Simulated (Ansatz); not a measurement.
# TiAl (Pm-3m) in Ansatz: a series of runs

Runs on TiAl. Level: r2SCAN. Tasks: relaxation of cell and atoms.

Everything below comes from runs of Ansatz 0.2.0. Logs are shortened: lines on timing, memory, paths and dates and some standing lists are left out, and cuts for length are marked.

## (1) The crystal as given

Symmetry: Pm-3m, No. 221, cubic system. The conventional cell has a = 3.179 Å, b = 3.179 Å, c = 3.179 Å, α = 90.00°, β = 90.00°, γ = 90.00°. Around Ti (site symmetry m-3m) lie 8 Al at 2.75 Å. Around Al (site symmetry m-3m) lie 8 Ti at 2.75 Å.

The cell comes from a database or a generator and needn't be the stable form of this composition.

## (2) Relaxation of cell and atoms, r2SCAN, target pressure 5 GPa, at which the enthalpy is minimised

File input.yaml:

```yaml
crystal:
  lattice:
    - [3.179064, 0.0, 0.0]
    - [0.0, 3.179064, 0.0]
    - [0.0, 0.0, 3.179064]
  atoms:
    - { symbol: Ti, position: [0.0, 0.0, 0.0] }
    - { symbol: Al, position: [0.5, 0.5, 0.5] }
hamiltonian:
  xc: r2scan
  pseudopotentials: { kind: paw }
kpoints:
  mp_grid: { grid: [8, 8, 8] }
scf:
  occupations: { method: fermi_dirac, width: 0.05 }
output:
  forces: true
  stress: true
  eigenvalues: true
relax:
  f_tol: 0.01
  max_steps: 40
  cell: { stress_tol: 0.05, p_target: 5.0 }
```

Potentials or basis: Ansatz PAW.

Started as:

```
$ ansatz run input.yaml --threads 2 --pin off --max-ram 5632MiB --backend cpu --events-out ev --progress --plain --runs-dir out
```

What it wrote:

```text
Warning: RAYON_NUM_THREADS=2 ignored (pool sized by the plan → 2); use --threads N
Engine: ansatz 0.2.0, aarch64-unknown-linux-gnu
Pseudopotentials: kind: paw
Pseudopotential: Ti, paw, valence charge 12, recommended cutoff 500 eV (meta_gga), Ti.paw.azcp
Pseudopotential: Al, paw, valence charge 3, recommended cutoff 500 eV (meta_gga), Al.paw.azcp
Functional definition: r2SCAN
  parameter k0 = 0.174
  parameter k1 = 0.065
  parameter a1 = 4.9479
  exchange = r2scan_x(k0 = k0, k1 = k1, a1 = a1)
  correlation = r2scan_c
Crystal: 2 atoms, lattice volume = 32.129 Å³
Basis set: ecut = 500 eV, 799 PW (Γ), exchange–correlation on 96×96×96 points (64 copies of the dense FFT grid, shifted against one another)
Bands: 12, of which v1, the nominal top of the filled ones, is band 8 counted from 1 (7 counted from 0)
Symmetry: 48 space group operations
Space group: Pm-3m (ITA 221), of the structure as read, at distance tolerance 3.2e-5 Å
k-points: 35 of 512
Non-local potential: Ti, projectors of the file, l = 0: 3, l = 1: 2, l = 2: 3, l = 3: 1
Non-local potential: Al, projectors of the file, l = 0: 2, l = 1: 2, l = 2: 1
PAW form: soft (Blöchl's): semilocal exchange-correlation on the pseudo side does not see the compensation charge
PAW frozen core: Ti, regenerated for the run's functional (the file was generated under x = pbe(κ = 0.804, μ = 0.2195149727645171), c = pbe(β = 0.06672455060314922))
PAW frozen core: Al, regenerated for the run's functional (the file was generated under x = pbe(κ = 0.804, μ = 0.2195149727645171), c = pbe(β = 0.06672455060314922))
PAW one-centre angular grid: Ti, 590 points (default); XC on 160 Gauss nodes
PAW one-centre angular grid: Al, 302 points (default); XC on 160 Gauss nodes
Initial density: superposition of atomic densities (neutral atoms: chi_scale 0, normalization atom), corrected by the library's trained network
Initial wavefunctions: pseudopotential atomic-orbital guess
Functional: x = r2scan, c = r2scan; τ floored in thin density (d = 2e-4 eV/Å³)
SCF iter   1: F=—  HF=-3045.374601 eV  |F-HF|=—  |Δ(HF+E_count)|=         —  Δρ=9.26e-3  dr2=1.66e-2  dr2_τ=1.74e-2  ethr=1.77e-3  ⟨swp⟩=5.0  Hψ=2140  notcnv=0
preconditioner: auto → none  [metal: Δε(μ)=0.025 eV  Ē_g=5.743 eV  σ=0.050 eV  W_gap=0.12  n_scr=6 (ndim 8)  ℏωp=17.3 eV  f_vac=0.000  D(μ)=2.47/eV (n_scr^D=26)  sad-step TF]
SCF iter   2: F=—  HF=-3045.408935 eV  |F-HF|=—  |Δ(HF+E_count)|=   3.43e-2  Δρ=4.98e-3  dr2=5.26e-3  dr2_τ=3.12e-4  ethr=1.11e-4  ⟨swp⟩=2.0  Hψ=1081  notcnv=0  defer=2
SCF iter   3: F=—  HF=-3045.409096 eV  |F-HF|=—  |Δ(HF+E_count)|=   1.61e-4  Δρ=2.44e-3  dr2=1.60e-3  dr2_τ=6.00e-5  ethr=3.51e-5  ⟨swp⟩=2.0  Hψ=657  notcnv=0  defer=2
SCF iter   4: F=—  HF=-3045.409038 eV  |F-HF|=—  |Δ(HF+E_count)|=   5.74e-5  Δρ=5.54e-4  dr2=7.99e-5  dr2_τ=1.10e-5  ethr=1.07e-5  ⟨swp⟩=3.0  Hψ=807  notcnv=0  defer=2
SCF iter   5: F=—  HF=-3045.409038 eV  |F-HF|=—  |Δ(HF+E_count)|=   1.02e-7  Δρ=1.57e-4  dr2=3.42e-6  dr2_τ=1.79e-7  ethr=5.32e-7  ⟨swp⟩=2.6  Hψ=608  notcnv=0  defer=2
SCF iter   6: F=-3045.409040 eV  HF=-3045.409040 eV  |F-HF|=7.52e-10  |Δ(HF+E_count)|=   2.03e-6  Δρ=8.04e-6  dr2=1.39e-8  dr2_τ=6.91e-10  ethr=6.67e-10  ⟨swp⟩=2.9  Hψ=1594  notcnv=0
the search or the solves at the SCF's close seem to have found levels that the self-consistency loop had missed (the run counts 1). By its estimate they hold under 1e-12 electrons; where the run keeps them, the occupations were computed again with them
SCF 1 converged in 6 iterations: F = -3045.409040 eV  dr2 = 1.39e-8
relax step   1: F+E_penalty+E_count = -3045.40904013 eV  Δ(F+E_penalty+E_count) = +0.000e0 eV  max|allowed force component| = 1.643e-31 eV/Å  Δτ_max = 0.0000 Å  P = -0.700 GPa  Ω = 32.129 Å³  (6 SCF iters, dr2 threshold 1.00e-7 eV, accepted)
Crystal: 2 atoms, lattice volume = 29.771 Å³
Basis set: ecut = 500 eV, 739 PW (Γ), exchange–correlation on 96×96×96 points (64 copies of the dense FFT grid, shifted against one another)
Initial density: handed on by an earlier stage of this run
Initial wavefunctions: those handed on with the density
iter 1 solved again at ethr=1.32e-5 eV; its pass at ethr=3.10e-3 eV (dr2=1.99e-3 eV) is discarded
SCF iter   1: F=—  HF=-3045.259959 eV  |F-HF|=—  |Δ(HF+E_count)|=         —  Δρ=2.85e-3  dr2=2.01e-3  dr2_τ=4.35e-2  ethr=1.32e-5  ⟨swp⟩=1.0  Hψ=2788  notcnv=0
preconditioner: auto → none  [metal: Δε(μ)=0.026 eV  Ē_g=6.119 eV  σ=0.050 eV  W_gap=0.13  n_scr=6 (ndim 8)  ℏωp=18.0 eV  f_vac=0.000  D(μ)=2.26/eV (n_scr^D=26)]
SCF iter   2: F=—  HF=-3045.348038 eV  |F-HF|=—  |Δ(HF+E_count)|=   8.81e-2  Δρ=1.82e-3  dr2=6.78e-4  dr2_τ=6.27e-5  ethr=1.32e-5  ⟨swp⟩=2.1  Hψ=842  notcnv=0
SCF iter   3: F=—  HF=-3045.348139 eV  |F-HF|=—  |Δ(HF+E_count)|=   1.01e-4  Δρ=8.91e-4  dr2=2.51e-4  dr2_τ=1.65e-5  ethr=4.52e-6  ⟨swp⟩=3.0  Hψ=831  notcnv=0
SCF iter   4: F=—  HF=-3045.348147 eV  |F-HF|=—  |Δ(HF+E_count)|=   8.14e-6  Δρ=3.53e-4  dr2=5.55e-5  dr2_τ=5.28e-6  ethr=1.68e-6  ⟨swp⟩=2.8  Hψ=660  notcnv=0
SCF iter   5: F=—  HF=-3045.348138 eV  |F-HF|=—  |Δ(HF+E_count)|=   8.92e-6  Δρ=8.63e-5  dr2=2.89e-6  dr2_τ=4.03e-8  ethr=3.70e-7  ⟨swp⟩=2.0  Hψ=476  notcnv=0
SCF iter   6: F=-3045.348138 eV  HF=-3045.348138 eV  |F-HF|=2.80e-9  |Δ(HF+E_count)|=   4.28e-7  Δρ=7.27e-6  dr2=8.79e-9  dr2_τ=1.73e-9  ethr=1.33e-9  ⟨swp⟩=3.0  Hψ=1458  notcnv=0
SCF 2 converged in 6 iterations: F = -3045.348138 eV  dr2 = 8.79e-9
relax step   2: F+E_penalty+E_count = -3045.34813792 eV  Δ(F+E_penalty+E_count) = +6.090e-2 eV  max|allowed force component| = 1.027e-31 eV/Å  Δτ_max = 0.0000 Å  P = +9.704 GPa  Ω = 29.771 Å³  energy of the carried Pulay correction = +7.435e-4 eV  (6 SCF iters, dr2 threshold 2.00e-7 eV, accepted)
Crystal: 2 atoms, lattice volume = 30.793 Å³
Basis set: ecut = 500 eV, 751 PW (Γ), exchange–correlation on 96×96×96 points (64 copies of the dense FFT grid, shifted against one another)
iter 1 solved again at ethr=2.91e-6 eV; its pass at ethr=3.10e-3 eV (dr2=4.36e-4 eV) is discarded
SCF iter   1: F=—  HF=-3045.377836 eV  |F-HF|=—  |Δ(HF+E_count)|=         —  Δρ=1.38e-3  dr2=5.01e-4  dr2_τ=9.17e-3  ethr=2.91e-6  ⟨swp⟩=2.0  Hψ=2748  notcnv=0
preconditioner: auto → none  [metal: Δε(μ)=0.040 eV  Ē_g=5.924 eV  σ=0.050 eV  W_gap=0.19  n_scr=6 (ndim 8)  ℏωp=17.7 eV  f_vac=0.000  D(μ)=2.30/eV (n_scr^D=26)]
SCF iter   2: F=—  HF=-3045.393415 eV  |F-HF|=—  |Δ(HF+E_count)|=   1.56e-2  Δρ=8.53e-4  dr2=1.50e-4  dr2_τ=1.28e-5  ethr=2.91e-6  ⟨swp⟩=2.0  Hψ=840  notcnv=0
SCF iter   3: F=—  HF=-3045.393421 eV  |F-HF|=—  |Δ(HF+E_count)|=   5.59e-6  Δρ=4.14e-4  dr2=6.33e-5  dr2_τ=4.21e-6  ethr=9.97e-7  ⟨swp⟩=2.5  Hψ=669  notcnv=0
SCF iter   4: F=—  HF=-3045.393420 eV  |F-HF|=—  |Δ(HF+E_count)|=   7.16e-7  Δρ=1.87e-4  dr2=1.61e-5  dr2_τ=1.21e-6  ethr=4.22e-7  ⟨swp⟩=2.7  Hψ=631  notcnv=0
SCF iter   5: F=—  HF=-3045.393417 eV  |F-HF|=—  |Δ(HF+E_count)|=   3.00e-6  Δρ=4.49e-5  dr2=8.02e-7  dr2_τ=1.75e-8  ethr=1.07e-7  ⟨swp⟩=1.9  Hψ=475  notcnv=0
SCF iter   6: F=-3045.393417 eV  HF=-3045.393417 eV  |F-HF|=1.25e-9  |Δ(HF+E_count)|=   1.07e-7  Δρ=4.00e-6  dr2=2.57e-9  dr2_τ=3.79e-10  ethr=1.33e-9  ⟨swp⟩=4.9  Hψ=1755  notcnv=0
SCF 3 converged in 6 iterations: F = -3045.393417 eV  dr2 = 2.57e-9
relax step   3: F+E_penalty+E_count = -3045.39341721 eV  Δ(F+E_penalty+E_count) = -4.528e-2 eV  max|allowed force component| = 5.259e-31 eV/Å  Δτ_max = 0.0000 Å  P = +4.731 GPa  Ω = 30.793 Å³  energy of the carried Pulay correction = +4.144e-4 eV  (6 SCF iters, dr2 threshold 2.00e-7 eV, accepted)
Crystal: 2 atoms, lattice volume = 30.736 Å³
iter 1 solved again at ethr=8.16e-9 eV; its pass at ethr=3.10e-3 eV (dr2=1.22e-6 eV) is discarded
SCF iter   1: F=—  HF=-3045.391657 eV  |F-HF|=—  |Δ(HF+E_count)|=         —  Δρ=7.45e-5  dr2=1.49e-6  dr2_τ=2.69e-5  ethr=8.16e-9  ⟨swp⟩=2.0  Hψ=2644  notcnv=0
preconditioner: auto → none  [metal: Δε(μ)=0.043 eV  Ē_g=5.945 eV  σ=0.050 eV  W_gap=0.21  n_scr=6 (ndim 8)  ℏωp=17.7 eV  f_vac=0.000  D(μ)=2.29/eV (n_scr^D=26)]
SCF iter   2: F=—  HF=-3045.391706 eV  |F-HF|=—  |Δ(HF+E_count)|=   4.91e-5  Δρ=4.61e-5  dr2=4.48e-7  dr2_τ=3.93e-8  ethr=8.16e-9  ⟨swp⟩=2.0  Hψ=693  notcnv=0
SCF iter   3: F=—  HF=-3045.391706 eV  |F-HF|=—  |Δ(HF+E_count)|=   1.17e-8  Δρ=2.25e-5  dr2=1.83e-7  dr2_τ=1.17e-8  ethr=1.20e-9  ⟨swp⟩=5.0  Hψ=1832  notcnv=0
SCF iter   4: F=-3045.391706 eV  HF=-3045.391706 eV  |F-HF|=3.24e-8  |Δ(HF+E_count)|=   2.93e-9  Δρ=9.63e-6  dr2=4.24e-8  dr2_τ=3.59e-9  ethr=1.20e-9  ⟨swp⟩=4.8  Hψ=1743  notcnv=0
SCF 4 converged in 4 iterations: F = -3045.391706 eV  dr2 = 4.24e-8
relax step   4: F+E_penalty+E_count = -3045.39170580 eV  Δ(F+E_penalty+E_count) = +1.711e-3 eV  max|allowed force component| = 2.465e-32 eV/Å  Δτ_max = 0.0000 Å  P = +4.989 GPa  Ω = 30.736 Å³  energy of the carried Pulay correction = +4.325e-4 eV  (4 SCF iters, dr2 threshold 1.81e-7 eV, accepted)
Initial wavefunctions: pseudopotential atomic-orbital guess (no wavefunctions were taken with the density)
iter 1 solved again at ethr=4.48e-9 eV; its pass at ethr=3.10e-3 eV (dr2=6.73e-7 eV) is discarded
SCF iter   1: F=—  HF=-3045.391297 eV  |F-HF|=—  |Δ(HF+E_count)|=         —  Δρ=8.04e-5  dr2=2.27e-7  dr2_τ=2.68e-6  ethr=4.48e-9  ⟨swp⟩=3.1  Hψ=3326  notcnv=0
preconditioner: auto → none  [metal: Δε(μ)=0.043 eV  Ē_g=5.944 eV  σ=0.050 eV  W_gap=0.21  n_scr=6 (ndim 8)  ℏωp=17.7 eV  f_vac=0.000  D(μ)=2.29/eV (n_scr^D=26)]
SCF iter   2: F=—  HF=-3045.391297 eV  |F-HF|=—  |Δ(HF+E_count)|=   6.44e-7  Δρ=4.17e-5  dr2=1.14e-7  dr2_τ=1.08e-7  ethr=1.52e-9  ⟨swp⟩=2.0  Hψ=648  notcnv=0
SCF iter   3: F=—  HF=-3045.391297 eV  |F-HF|=—  |Δ(HF+E_count)|=   8.58e-8  Δρ=2.08e-5  dr2=4.54e-8  dr2_τ=1.85e-8  ethr=7.63e-10  ⟨swp⟩=2.7  Hψ=638  notcnv=0
SCF iter   4: F=—  HF=-3045.391297 eV  |F-HF|=—  |Δ(HF+E_count)|=   1.73e-8  Δρ=1.22e-6  dr2=3.10e-10  dr2_τ=6.95e-11  ethr=3.03e-10  ⟨swp⟩=3.0  Hψ=691  notcnv=0
SCF iter   5: F=—  HF=-3045.391297 eV  |F-HF|=—  |Δ(HF+E_count)|=  3.45e-10  Δρ=5.74e-7  dr2=2.88e-11  dr2_τ=2.19e-11  ethr=2.07e-12  ⟨swp⟩=3.0  Hψ=707  notcnv=0
SCF iter   6: F=-3045.391297 eV  HF=-3045.391297 eV  |F-HF|=1.36e-12  |Δ(HF+E_count)|=  4.41e-11  Δρ=4.46e-8  dr2=4.78e-13  dr2_τ=1.91e-14  ethr=1.00e-12  ⟨swp⟩=4.9  Hψ=1413  notcnv=0
SCF 5 converged in 6 iterations: F = -3045.391297 eV  dr2 = 4.78e-13
relax step   5: F+E_penalty+E_count = -3045.39129742 eV  Δ(F+E_penalty+E_count) = +4.084e-4 eV  max|allowed force component| = 1.192e-31 eV/Å  Δτ_max = 0.0000 Å  P = +4.980 GPa  Ω = 30.736 Å³  stress off target by 2.04e-2 GPa  SCF on the basis re-selected at this cell (its energy is not comparable with the rows above)  (6 SCF iters)
basis re-selected at this cell: Δ(F+E_penalty+E_count) = +4.084e-4 eV, ΔP = -0.009 GPa vs the last step (what re-selecting the basis moved, of the pressure what is left beyond the Pulay correction that the steps carried, after the strain that the cell walked since its last selection, with what the two solves' SCF thresholds leave and, on support functions, any second-order correction that the steps lacked; it is no measure of the basis error at this ecutwfc). This SCF's stress stands 2.04e-2 GPa from its target on what of the cell is left free (relax.cell.stress_tol is 5.00e-2 GPa) and its largest allowed force component is 1.19e-31 eV/Å (relax.f_tol is 1.00e-2 eV/Å): within both
SCF converged after 6 iterations
Free energy (F): -3045.391297 eV
Harris-Foulkes:  -3045.391297 eV  (|F-HF|=1.36e-12)
Internal energy: -3045.373050 eV  (E = F + TS)
E sigma→0 (E₀):  -3045.382174 eV
Entropy (-TS):   -0.018247 eV (-9.124 meV/atom)
Fermi energy:    12.088280 eV
--- Per-component energies (eV) ---
  E_band       = -167.280462
  E_kinetic    = 298.758684
  E_local      = -995.416012  (includes V_loc(G=0)·N_el)
  E_nonlocal   = 18.175055
  E_hartree    = 425.624295
  E_xc         = -130.925397
  E_vxc        = -165.635362  (∫ρ·V_xc dr)
  E_paw        = -1530.782367  (= ΣΔE_a)
  E_vpaw       = -184.766211  (= ΣTr[D̂ρ^β])
  E_aug_tail   = 0.000091  (compensation charges beyond the density's cutoff)
  E_vtau       = 10.354724  (kinetic-family band-sum trace: ∫τ·v_τ [+ j·A + Jᵃ·Aᵃ] dr)
  E_ewald      = -1130.493834
  E_core_change = -0.313565  (= ΣΔE_core)
  E_smearing   = -0.018247  (= −TS)
  E_closure    = 0.000000  (closes the sum)
  Σ components = -3045.391297   (vs F -3045.391297, Δ=0.00e0)
--- Forces (eV/Å), atoms counted from 1 ---
  atom   1  Ti    -0.00000000    -0.00000000     0.00000000
  atom   2  Al    -0.00000000    -0.00000000     0.00000000
  max |Σ_I F_I| component: 2.71e-31 eV/Å
--- Stress (GPa, compression-positive) ---
        4.979650      -0.000000       0.000000
       -0.000000       4.979650      -0.000000
       -0.000000      -0.000000       4.979650
  P = ⅓ Tr σ = 4.9796 GPa (49.796 kbar)
--- Band table (eV; the first three rows and the last of 35) ---
  k-point 0: bands = ["-47.1120", "-22.2505", "-22.2505", "-22.2505", "2.0222", "10.3655", "10.3655", "14.2428", "14.2428", "14.2428", "16.9596", "16.9596"]
  k-point 1: bands = ["-47.1092", "-22.2826", "-22.2478", "-22.2478", "2.2943", "10.2059", "10.4909", "13.8081", "13.8081", "14.2753", "16.0458", "17.5872"]
  k-point 2: bands = ["-47.1023", "-22.3594", "-22.2412", "-22.2412", "3.0855", "9.3932", "10.8224", "13.0944", "13.0944", "14.3551", "15.1658", "18.9054"]
  k-point 34: bands = ["-47.0555", "-22.4080", "-22.4080", "-22.4080", "8.6889", "8.6889", "8.6889", "13.3151", "15.1149", "15.1149", "15.1149", "15.1592"]
--- Relaxed structure (4 steps of the walk, 4 accepted, 1 SCFs on fresh bases) ---
  F+E_penalty+E_count = -3045.39129742 eV   max|allowed force component| = 1.192e-31 eV/Å   (the final SCF, on the basis selected at the relaxed cell)
  cell:  # Å, volume = 30.7360 Å³
    - [3.1324393109865087, -6.419766481290786e-34, 1.2839532962581571e-33]
    - [-3.851859888774472e-34, 3.1324393109865087, -1.2839532962581572e-34]
    - [1.2839532962581571e-33, -1.925929944387236e-34, 3.1324393109865087]
  atoms:
    - { symbol: Ti, position: [1.2116333262791937e-34, -1.7669652674905348e-35, -5.048472192830071e-36] }
    - { symbol: Al, position: [0.5, 0.5, 0.5] }
```

Wall time 6.3 s (2 threads of Arm Neoverse V1, shared host); peak memory 0.36 GiB.

Results:

| Quantity | Value |
| --- | --- |
| Free energy | -3045.3913 eV |
| Relaxed volume | 15.37 Å³/atom |
| Relaxed cell | a = 3.132 Å, b = 3.132 Å, c = 3.132 Å, α = 90.00°, β = 90.00°, γ = 90.00° |
| Space group after relaxing (to 0.05 Å) | Pm-3m (No. 221) |
| Energy change on relaxing (the enthalpy is what falls) | +8.9 meV/atom |
| Ionic steps | 5 |
| Pressure after relaxing | 5.0 GPa |
| Band gap on the k mesh | none (metal or under the smearing width) |

Step by step:
| step | energy change (eV) | largest force (eV/Å) | volume (Å³) |
| --- | --- | --- | --- |
| 1 | 0.0000 | 0.0000 | 32.13 |
| 2 | 0.0609 | 0.0000 | 29.77 |
| 3 | 0.0156 | 0.0000 | 30.79 |
| 4 | 0.0173 | 0.0000 | 30.74 |
| 5 | 0.0177 | 0.0000 | 30.74 |

Final structure:
```cif
data_structure
_symmetry_space_group_name_H-M 'P 1'
_symmetry_Int_Tables_number 1
_cell_length_a 3.1324
_cell_length_b 3.1324
_cell_length_c 3.1324
_cell_angle_alpha 90.000
_cell_angle_beta 90.000
_cell_angle_gamma 90.000
_cell_volume 30.74
loop_
_atom_site_label
_atom_site_type_symbol
_atom_site_fract_x
_atom_site_fract_y
_atom_site_fract_z
_atom_site_occupancy
Ti1 Ti 0.00000 0.00000 0.00000 1
Al1 Al 0.50000 0.50000 0.50000 1
```

Levels at points of the mesh, in eV from the Fermi level:
| k point | band 4 | band 5 | band 6 | band 7 | band 8 | band 9 | band 10 | band 11 |
| --- | --- | --- | --- | --- | --- | --- | --- | --- |
| (0.00, 0.00, 0.00) | -34.34 | -10.07 | -1.72 | -1.72 | 2.15 | 2.15 | 2.15 | 4.87 |
| (0.00, 0.00, -0.50) | -34.32 | -6.49 | -5.73 | -0.70 | 0.30 | 0.30 | 2.38 | 3.30 |
| (0.00, -0.50, -0.50) | -34.30 | -5.34 | -2.40 | -2.40 | -1.68 | 0.91 | 0.91 | 3.00 |
| (-0.50, -0.50, -0.50) | -34.50 | -3.40 | -3.40 | -3.40 | 1.23 | 3.03 | 3.03 | 3.03 |

Caveat: the plane-wave basis is chosen anew once the cell has moved, so the energies of steps on either side of that aren't comparable; the PAW data sets come from PBE, with cores solved anew for the run's functional, which leaves a small shift of forces and pressure.

## (3) Relaxation of cell and atoms, r2SCAN, target pressure 10 GPa, at which the enthalpy is minimised

Changes to input.yaml since step 2:

```diff
@@ -22,2 +22,2 @@
   max_steps: 40
-  cell: { stress_tol: 0.05, p_target: 5.0 }
+  cell: { stress_tol: 0.05, p_target: 10.0 }
```

Potentials or basis: Ansatz PAW.

Started as:

```
$ ansatz run input.yaml --threads 2 --pin off --max-ram 5632MiB --backend cpu --events-out ev --progress --plain --runs-dir out
```

It took 7.3 s on 2 threads of Arm Neoverse V1, shared host; peak memory 0.36 GiB.

Results (log left out):

```
Free energy                                            : -3045.3441 eV
Relaxed volume                                         : 14.86 Å³/atom
Relaxed cell                                           : a = 3.097 Å, b = 3.097 Å, c = 3.097 Å, α = 90.00°, β = 90.00°, γ = 90.00°
Space group after relaxing (to 0.05 Å)                 : Pm-3m (No. 221)
Energy change on relaxing (the enthalpy is what falls) : +32.5 meV/atom
Ionic steps                                            : 6
Pressure after relaxing                                : 10.0 GPa
Band gap on the k mesh                                 : none (metal or under the smearing width)
```

The path:
```csv
step,energy change (eV),largest force (eV/Å),volume (Å³)
1,0.0000,0.0000,32.13
2,0.2503,0.0000,27.80
3,0.0526,0.0000,29.92
4,0.0633,0.0000,29.73
5,0.0643,0.0000,29.72
6,0.0650,0.0000,29.72
```

Final structure:
```cif
data_structure
_symmetry_space_group_name_H-M 'P 1'
_symmetry_Int_Tables_number 1
_cell_length_a 3.0974
_cell_length_b 3.0974
_cell_length_c 3.0974
_cell_angle_alpha 90.000
_cell_angle_beta 90.000
_cell_angle_gamma 90.000
_cell_volume 29.72
loop_
_atom_site_label
_atom_site_type_symbol
_atom_site_fract_x
_atom_site_fract_y
_atom_site_fract_z
_atom_site_occupancy
Ti1 Ti 0.00000 0.00000 0.00000 1
Al1 Al 0.50000 0.50000 0.50000 1
```

Levels at points of the mesh, in eV from the Fermi level:
| k point | band 3 | band 4 | band 5 | band 6 | band 7 | band 8 | band 9 | band 10 | band 11 | band 12 |
| --- | --- | --- | --- | --- | --- | --- | --- | --- | --- | --- |
| (0.00, 0.00, 0.00) | -34.26 | -34.26 | -10.22 | -1.81 | -1.81 | 2.24 | 2.24 | 2.24 | 5.06 | 5.06 |
| (0.00, 0.00, -0.50) | -34.24 | -34.24 | -6.53 | -5.83 | -0.74 | 0.31 | 0.31 | 2.48 | 3.47 | 6.76 |
| (0.00, -0.50, -0.50) | -34.47 | -34.22 | -5.44 | -2.40 | -2.40 | -1.72 | 0.92 | 0.92 | 3.14 | 5.50 |
| (-0.50, -0.50, -0.50) | -34.44 | -34.44 | -3.51 | -3.51 | -3.51 | 1.45 | 3.14 | 3.14 | 3.14 | 3.22 |

Caveat: the plane-wave basis is chosen anew once the cell has moved, so the energies of steps on either side of that aren't comparable; the PAW data sets come from PBE, with cores solved anew for the run's functional, which leaves a small shift of forces and pressure.

(Part 1 of 2 ends here.)
